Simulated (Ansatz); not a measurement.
The system is Br.

```
Br
1.0
     3.36325   -2.32255    0.00000
     3.36325    2.32255    0.00000
     0.00000    0.00000    8.70230
Br
4
Cartesian
  3.3632 0.6266 3.3948
  3.3632 1.6959 7.7459
  3.3632 -0.6266 5.3075
  3.3632 -1.6959 0.9564
```

```yaml
Program: Ansatz 0.2.0
Task: single point
Functional: PBEsol
Potentials_or_basis: Ansatz PAW
Cutoff: "420 eV (not typed: the program's choice for these potentials)"
k_mesh: 7 × 7 × 3
Occupations: fermi-dirac, width 0.05 eV
Spin: no spin polarisation
```

On this cell: pressure 0.1 GPa; largest force 0.722 eV/Å; band gap on the k mesh 1.84 eV, indirect (least direct gap 1.86 eV).

The same run follows on a disturbed copy (atoms moved at random, drawn with an rms of 0.05 Å):

```
Br
1.0
     3.36325   -2.32255    0.00000
     3.36325    2.32255    0.00000
     0.00000    0.00000    8.70230
Br
4
Cartesian
  3.3857 0.6560 3.3552
  3.3759 1.6889 7.7164
  3.2985 -0.6329 5.3389
  3.3365 -1.7013 0.8863
```

Problem. What changes?

Solution. The energy moves by +5.0 meV/atom; pressure -0.4 GPa; largest force 1.254 eV/Å; band gap on the k mesh 1.65 eV, indirect (least direct gap 1.71 eV).

Forces on the atoms (eV/Å):
```
Br  -0.061 -0.166  0.135
Br  -0.025 -0.574 -1.092
Br   0.070  0.174 -0.161
Br   0.015  0.567  1.118
```

Stress tensor (GPa, compression positive):
```
 0.06 -0.05  0.00
-0.05 -0.96  1.93
 0.00  1.93 -0.19
```

Caveats: odd divisions of the mesh miss points on the zone boundary, where band edges often lie, so the gap on the mesh can be too wide; the PAW data sets come from PBE, with cores solved anew for the run's functional, which leaves a small shift of forces and pressure.

A k mesh can miss the band edges.
